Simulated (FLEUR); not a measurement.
KF under changes of volume

One of the cells (17.306 Å³/atom); the others are scaled copies at fixed shape and fractional positions:

```xyz
2
Lattice="3.2590 0.0000 0.0000 0.0000 3.2590 0.0000 0.0000 0.0000 3.2590" Properties=species:S:1:pos:R:3 pbc="T T T"
K     0.0000    0.0000    0.0000
F     1.6295    1.6295    1.6295
```

The cell comes from a database or a generator and needn't be the stable form of this composition.

```yaml
Program: FLEUR MaX-R8.1 (later development tree)
Functional: Wu-Cohen GGA
Potentials_or_basis: all-electron
Basis: FLAPW
Kmax: 3.8 1/bohr
k_mesh: 8 × 8 × 8
Occupations: fermi-dirac, width 0.1 eV
Spin: no spin polarisation
```

```csv
volume (Å³/atom),energy over the lowest point (meV/atom),gap on the mesh (eV)
16.268,0.00,6.61
16.614,?,?
17.306,9.21,6.20
17.999,20.86,5.96
18.345,28.02,5.85
```

Question: What does the run at 16.614 Å³/atom give?

Answer: Energy over the lowest point 1.73 meV/atom; gap on the mesh 6.47 eV.

Worked out: A Birch-Murnaghan fit of order 2 (a polynomial in V^(-2/3)) to the other rows has its minimum at 16.02 Å³/atom, just outside them, with B0 = V·E''(V) = 34 GPa. It gives 1.80 meV/atom at 16.614 Å³/atom, against the run's 1.73. A straight line through the other rows of the gap, of slope -6.34 eV per unit of ln V, gives 6.47 eV, against the run's 6.47.

Energies are extrapolated to zero smearing.

A mesh can miss the band edges.
